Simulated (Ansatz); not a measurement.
**Yb, one cell by several methods**

```xyz
2
Lattice="3.8799 0.0000 0.0000 -1.9399 3.3601 0.0000 0.0000 0.0000 6.3859" Properties=species:S:1:pos:R:3 pbc="T T T"
Yb    0.0000    2.2401    1.5965
Yb    1.9399    1.1200    4.7894
```

Atom numbers follow the list: Yb1, Yb2.

The cell is COD entry 1540221, as deposited and not checked against the literature; nothing was relaxed.

Semilocal functionals without a Hubbard term describe localised f shells poorly; where the shell is localised, the real material differs.

Spin–orbit coupling is left out, though it moves levels of the heavy atoms by tenths of an eV or more.

All numbers are computed: DFT, PBE, PAW with Ansatz's default frozen-core files, scalar-relativistic (Ansatz 0.2.0); DFT, PBE, all-electron PAW with datasets made for the crystal, scalar-relativistic (Ansatz 0.2.0); DFT, PBE, all-electron LAPW, scalar-relativistic (Ansatz 0.2.0).

For PAW: a Γ-centred 11×11×6 k mesh, Fermi–Dirac smearing of 0.03 eV, cutoff 420 eV, no spin polarisation. The crystal-made all-electron datasets (AE datasets) take a cutoff of 280 eV at this cell. LAPW targets a basis error of 0.5 meV/atom. The Ansatz runs share mesh, smearing and spin set-up. Plane-wave (PAW) pressures include the program's estimate of the Pulay term.

Stress and pressure are positive in compression.

No spin–orbit coupling: at heavy atoms the gradients can be off by tens of per cent for that reason.

In a metal, gradients converge slowly with the k mesh: the values move by tens of per cent from one mesh to another, at times in sign, so only the comparison on one mesh counts.

Levels count from the Fermi level.

```json
{"quantity": "pressure (GPa)", "PAW": "-2.16", "AE datasets": "-2.15", "LAPW": "-2.15"}
{"quantity": "highest filled level at L (eV)", "PAW": "-0.297", "AE datasets": "-0.298", "LAPW": "-0.298"}
{"quantity": "lowest empty level at L (eV)", "PAW": "0.296", "AE datasets": "0.296", "LAPW": "0.296"}
{"quantity": "highest filled level at A (eV)", "PAW": "-0.281", "AE datasets": "-0.282", "LAPW": "-0.282"}
{"quantity": "lowest empty level at A (eV)", "PAW": "1.465", "AE datasets": "1.465", "LAPW": "1.465"}
{"quantity": "highest filled level at H (eV)", "PAW": "-0.300", "AE datasets": "-0.302", "LAPW": "-0.302"}
{"quantity": "lowest empty level at H (eV)", "PAW": "0.154", "AE datasets": "0.154", "LAPW": "0.154"}
{"quantity": "field gradient Vzz at Yb1 (10²¹ V/m²)", "PAW": "-0.95", "AE datasets": "-0.95", "LAPW": "–"}
```

PAW's pressure differs from the LAPW value by about 0.01 GPa or less. Datasets made for the crystal and LAPW share parts of one code, so their agreement isn't an independent check.
